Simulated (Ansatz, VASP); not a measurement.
# BaTe in VASP and in Ansatz

```xyz
2
Lattice="-0.0694 3.4714 3.4714 3.4020 0.0000 3.4020 3.4714 3.4714 -0.0694" Properties=species:S:1:pos:R:3 pbc="T T T"
Ba    0.0000    0.0000    0.0000
Te    3.4020    3.4714    3.4020
```

Change from the starting cell: strain -0.0400 x Voigt [0, 0, 0, 0, 1, 0], atoms carried along.

Alike in both runs: task single point; functional PBEsol; k mesh 8 × 8 × 8; occupations gaussian, width 0.05 eV; no spin polarisation.

|  | VASP | Ansatz |
| --- | --- | --- |
| version | VASP 6.6.1 | Ansatz 0.2.0 |
| potentials or method | VASP PAW PBE potentials, release 64 (Ba_sv, Te) | scalar-relativistic, plane waves, PAW |
| plane-wave cutoff (eV) | 520 | 420 |
| valence electrons in the cell | 16 | 26 |

|  | VASP | Ansatz | Ansatz less VASP |
| --- | --- | --- | --- |
| gap on the k mesh at the Fermi level (eV) | 1.30 | 1.39 | +0.091 |
| least direct gap on the mesh (eV) | 1.67 | 1.73 | +0.059 |
| pressure (GPa) | 0.4 | 0.0 | -0.39 |
| largest component of the traceless stress (GPa) | 0.44 | 0.44 | +0.004 |

The two sets of potentials don't hold the same shells in valence.

Caveats: the PAW data sets were made with another functional, which shifts forces and pressure a little (VASP); spin-orbit coupling is left out, which moves the levels of the heavy elements. A k mesh can miss the band edges.
